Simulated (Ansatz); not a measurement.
Input and output of a single-point calculation on wurtzite MgO (Ansatz, PBE). The cell was relaxed with r2SCAN and then strained (epitaxial -3.0 % in the xy plane, free normal strain +3.66 %), with the atoms relaxed again with r2SCAN; k points keep the names of the unstrained zone.

```yaml
crystal:
  lattice:
    - [3.1895707112, 0.0, 0.0]
    - [-1.5947853556, 2.7622492631, 0.0]
    - [0.0, 0.0, 5.2185540196]
  atoms:
    - { symbol: Mg, position: [0.3333333333, 0.6666666667, -0.0014840699] }
    - { symbol: Mg, position: [0.6666666667, 0.3333333333, 0.4985159301] }
    - { symbol: O, position: [0.3333333333, 0.6666666667, 0.3764840699] }
    - { symbol: O, position: [0.6666666667, 0.3333333333, 0.8764840699] }
kpoints:
  mp_grid: { grid: [12, 12, 6] }
  band_path:
    path:
      - [0.0, 0.0, 0.0]
      - [0.5, 0.0, 0.0]
      - [0.3333333333, 0.3333333333, 0.0]
      - [0.0, 0.0, 0.5]
      - [0.5, 0.0, 0.5]
      - [0.3333333333, 0.3333333333, 0.5]
    npoints: 1
hamiltonian:
  xc: pbe
scf:
  occupations: { method: fermi_dirac, width: 0.02 }
  n_extra_bands: 5
output:
  forces: true
  stress: true
  eigenvalues: true
```

The output follows, shortened, with numbered blanks.
```
Functional definition: PBE
Crystal: 4 atoms, lattice volume = 45.977 Å³
Basis set: ecut = 420 eV, 917 PW (Γ)
Bands: 21, of which v1, the nominal top of the filled ones, is band 16 counted from 1 (15 counted from 0)
Symmetry: 12 space group operations
Space group: P63mc (ITA 186)
k-points: 76 of 864 (time reversal used)
SCF 1 converged in 6 iterations: F = -4987.908599 eV  dr2 = 2.63e-8
Free energy (F): -4987.908599 eV
[1]
--- Per-component energies (eV) ---
  E_band       = -658.806988
  E_kinetic    = 510.364092
  E_local      = -3701.091248
  E_nonlocal   = 286.288615
  E_hartree    = 1318.892584
  E_xc         = -209.721378
  E_vxc        = -268.594947
  E_paw        = -899.545438
  E_vpaw       = -123.574006
  E_ewald      = -2293.100738
--- Forces (eV/Å), atoms counted from 1 ---
[2]
--- Stress (GPa, compression-positive) ---
[3]
--- Band table (eV; the first three rows and the last of 76) ---
[4]
```

The rows of the band table are 0: (0, 0, 0) = Γ, 1: (0, 0, 1/6), 2: (0, 0, 1/3), 75: (1/3, 1/3, -1/2) = H.

Question: What stood in the gaps? They hold the forces, the Fermi energy and the band table, the stress.

Answer:
```
[1]
Fermi energy:    6.993640 eV
[2]
  atom   1  Mg      0.00000      0.00000      0.00815
  atom   2  Mg      0.00000      0.00000      0.00815
  atom   3  O       0.00000      0.00000    -0.00817
  atom   4  O       0.00000      0.00000    -0.00817
[3]
       10.202750       0.000000       0.000000
        0.000000      10.202750       0.000000
        0.000000       0.000000       4.049888
  P = ⅓ Tr σ = 8.1518 GPa (81.518 kbar)
[4]
  k-point 0: bands = […, 1.8273, 4.7751, 4.7751, 4.9872, 4.9872, 4.9998, 8.9323, 14.0138, 15.3155, 20.3421, …]
  k-point 1: bands = […, 1.9792, 4.6461, 4.7892, 4.7892, 4.9724, 4.9724, 9.3379, 13.4294, 15.9129, 20.3744, …]
  k-point 2: bands = […, 2.4158, 3.8849, 4.8270, 4.8270, 4.9325, 4.9325, 10.2573, 12.4306, 16.9762, 19.6006, …]
  k-point 75: bands = […, 2.7657, 2.7657, 3.1480, 3.1480, 4.7409, 4.7409, 13.8745, 13.8745, 15.3185, 15.3185, …]
```
The trailing digits, and the zero of the energies, depend on the potentials and thresholds.

PBE gives a direct gap of 3.93 eV at Γ. Edges are sought over the mesh and the listed points. The mean pressure at these positions is +8.15 GPa, compression counted positive.

Command: `ansatz run input.yaml --threads 2 --pin off --max-ram 29491MiB --backend cpu --events-out ev --progress --plain --runs-dir out`. Wall time 2.8 s on 2 threads of AMD EPYC 7R13 Processor (Zen 3) (shared host), load about 1.6 per core; peak host memory 0.5 GiB.

No spin polarisation and no zero-point or thermal motion; the cell was built from a prototype and may be hypothetical.
